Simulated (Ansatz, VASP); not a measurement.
## One calculation of Pd, two programs

Contents of POSCAR:

```
Pd
1.0
   -1.5826937604      1.5826937604      1.5826937604
    1.5826937604     -1.5826937604      1.5826937604
    1.5826937604      1.5826937604     -1.5826937604
Pd
1
Direct
    0.0000000000      0.0000000000      0.0000000000
```

File INCAR.step1:

```
PREC = Accurate ; ENCUT = 520
ISMEAR = -1 ; SIGMA = 0.05
LREAL = F ; LASPH = T
NELM = 80 ; NBANDS = 11
GGA = PE ; ALGO = Normal
EDIFF = 1E-4 ; LWAVE = T
LCHARG = F
```

Contents of INCAR.step2:

```
PREC = Accurate ; ENCUT = 520
EDIFF = 1E-6 ; ISMEAR = -1
SIGMA = 0.05 ; LREAL = F
LASPH = T ; NELM = 80
ALGO = Normal ; ISIF = 2
LWAVE = F ; LCHARG = T
METAGGA = R2SCAN ; LMIXTAU = T
LELF = T ; LVHAR = T
NBANDS = 11 ; ISTART = 1
```

KPOINTS

```
regular mesh
0
Gamma
  12 12 12
```

input.yaml

```yaml
crystal:
  lattice:
    - [-1.5826937604, 1.5826937604, 1.5826937604]
    - [1.5826937604, -1.5826937604, 1.5826937604]
    - [1.5826937604, 1.5826937604, -1.5826937604]
  atoms:
    - { symbol: Pd, position: [0.0, 0.0, 0.0] }
hamiltonian:
  xc: r2scan
  pseudopotentials: { kind: paw }
kpoints:
  mp_grid: { grid: [12, 12, 12] }
scf:
  occupations: { method: fermi_dirac, width: 0.05 }
output:
  forces: true
  stress: true
  eigenvalues: true
```

This isn't the form of Pd at room conditions, which is fcc.

Alike in both runs: task single point; functional r2SCAN; k mesh 12 × 12 × 12; occupations fermi-dirac, width 0.05 eV; no spin polarisation.

|  | VASP | Ansatz |
| --- | --- | --- |
| version | VASP 6.6.1 | Ansatz 0.2.0 |
| potentials or method | VASP PAW PBE potentials, release 64 (Pd) | Ansatz PAW |
| plane-wave cutoff (eV) | 520 | 500 |
| valence electrons in the cell | 10 | 18 |

```csv
,VASP,Ansatz,Ansatz less VASP
gap on the k mesh at the Fermi level (eV),none,none,-
pressure (GPa),-8.0,-8.4,-0.40
```

A gap of «none» marks a metal or a gap that the smearing closes. The two sets of potentials don't hold the same shells in valence.

Caveats: the PAW data sets were made with another functional, which shifts forces and pressure a little (VASP); the PAW data sets come from PBE, with cores solved anew for the run's functional, which leaves a small shift of forces and pressure (Ansatz).
